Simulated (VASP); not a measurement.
# ZnS: self-consistent run

ZnS, P6_3mc (no. 186), 4 atoms in the cell. TPSS; PAW potentials Zn, S (PBE set).

## Input

INCAR:
```
SYSTEM = ZnS
PREC = Accurate ; ENCUT = 520
EDIFF = 1E-7 ; ISMEAR = 0
SIGMA = 0.02 ; LREAL = .False.
LASPH = .True. ; ALGO = Normal
NELM = 100 ; ISIF = 2
LWAVE = .False. ; LCHARG = .False.
METAGGA = TPSS ; LMIXTAU = .True.
GGA_COMPAT = .False.
```

KPOINTS:
```
k-points
0
Gamma
  7 7 4
```

POSCAR:
```
ZnS
1.0
    3.8110000000      0.0000000000      0.0000000000
   -1.9055000000      3.3004228138      0.0000000000
    0.0000000000      0.0000000000      6.2340000000
Zn S
2 2
Direct
    0.6666666667      0.3333333333      0.5000000000
    0.3333333333      0.6666666667      0.0000000000
    0.6666666667      0.3333333333      0.8850000000
    0.3333333333      0.6666666667      0.3850000000
```

Commands:
```
cat potpaw_PBE.64/Zn/POTCAR potpaw_PBE.64/S/POTCAR > POTCAR
mpirun -np 1 vasp_std > vasp.out
```

## Result

- Pressure (GPa): 1.74
- Gap on the mesh (eV): 2.458
- Fermi level (eV): 2.198

Levels at the zone centre (eV from the valence top there):

| 1 | 2 | 3 |
|---|---|---|
| -0.005 | 0.000 | 2.458 |

The largest force is 0.306 eV/A.

VASP 6.6.1 took 236 s on 1 core (AMD EPYC 7R43 (Zen 3)), a shared host.
